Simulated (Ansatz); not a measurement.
# KCl: stress in a strained cell

KCl is deformed so: equal xx and yy strain of +1 %. What stress and forces result, by LAPW, PAW and all-electron datasets made for the crystal?

Computed with Ansatz 0.2.0 (DFT PBEsol, scalar-relativistic, unless a step's input says otherwise).

### 1 Starting point

The structure is cubic, space group Pm-3m (No. 221). Conventional cell: a = 3.634 Å, b = 3.634 Å, c = 3.634 Å, α = 90.00°, β = 90.00°, γ = 90.00°. K (site symmetry m-3m) is surrounded by 8 Cl at 3.15 Å. Cl (site symmetry m-3m) is surrounded by 8 K at 3.15 Å.

Structure file:

```
K Cl
1.0
     3.63400    0.00000    0.00000
     0.00000    3.63400    0.00000
     0.00000    0.00000    3.63400
K Cl
1 1
Cartesian
  0.0000 0.0000 0.0000
  1.8170 1.8170 1.8170
```

Atoms are numbered in the order of the input: K1, Cl2.

### 2 The deformed structure

Space group Pm-3m before, P4/mmm after.

### 3 LAPW, all electrons

Contents of input.yaml:

```yaml
crystal:
  lattice:
    - [3.67034, 0.0, 0.0]
    - [0.0, 3.67034, 0.0]
    - [0.0, 0.0, 3.634]
  atoms:
    - { symbol: K, position: [0.0, 0.0, 0.0] }
    - { symbol: Cl, position: [0.5, 0.5, 0.5] }
kpoints:
  mp_grid: { grid: [7, 7, 7] }
  band_path:
    path:
      - [0.0, 0.0, 0.0]
      - [0.0, 0.5, 0.0]
      - [0.5, 0.5, 0.0]
      - [0.0, 0.0, 0.0]
      - [0.0, 0.0, 0.5]
      - [0.0, 0.5, 0.5]
      - [0.5, 0.5, 0.5]
      - [0.0, 0.0, 0.5]
      - [0.0, 0.5, 0.0]
    npoints: 5
scf:
  occupations: { method: fermi_dirac, width: 0.02 }
hamiltonian:
  xc: pbesol
  pseudopotentials: { kind: all_electron, lapw: { basis_error: 0.0005 } }
output:
  forces: true
  stress: true
  eigenvalues: true
```

Command:

```sh
ansatz run input.yaml --threads 1 --pin off --max-ram 3072MiB --backend cpu --events-out ev --progress --plain --runs-dir out
```

### 4 PAW on the default files

Contents of input.yaml:

```yaml
crystal:
  lattice:
    - [3.67034, 0.0, 0.0]
    - [0.0, 3.67034, 0.0]
    - [0.0, 0.0, 3.634]
  atoms:
    - { symbol: K, position: [0.0, 0.0, 0.0] }
    - { symbol: Cl, position: [0.5, 0.5, 0.5] }
kpoints:
  mp_grid: { grid: [7, 7, 7] }
scf:
  occupations: { method: fermi_dirac, width: 0.02 }
hamiltonian:
  xc: pbesol
  pseudopotentials: { kind: paw }
output:
  forces: true
  stress: true
  eigenvalues: true
  efg: { contact_densities: true }
  write_density: true
  write_potential: true
  elf: true
  volumetric_format: npy
```

### 5 All-electron PAW on datasets made for the crystal

input.yaml, as its differences from that of step 4:

```diff
@@ -14,3 +14,3 @@
   xc: pbesol
-  pseudopotentials: { kind: paw }
+  pseudopotentials: { kind: all_electron, datasets: crystal }
 output:
@@ -20,5 +20 @@
   efg: { contact_densities: true }
-  write_density: true
-  write_potential: true
-  elf: true
-  volumetric_format: npy
```

(Steps that only read results are left out.)

Before running it: what results should come out? Wanted: pressure; largest shear or deviatoric stress.

**Answer**, as computed:

```
                                 quantity                                           value
                                 pressure  LAPW 1.66, PAW 1.66, crystal datasets 1.66 GPa
largest shear or deviatoric stress (LAPW)                                        0.33 GPa
```

The largest part of the stress beyond the pressure is 0.33 GPa in size, in the zz component; the atoms are carried along and not relaxed. No run of the undeformed cell stands beside it, so the pressure holds what the given cell had before the change. PAW: stress within 0.01 GPa of LAPW. Crystal datasets: stress within 0.01 GPa of LAPW.
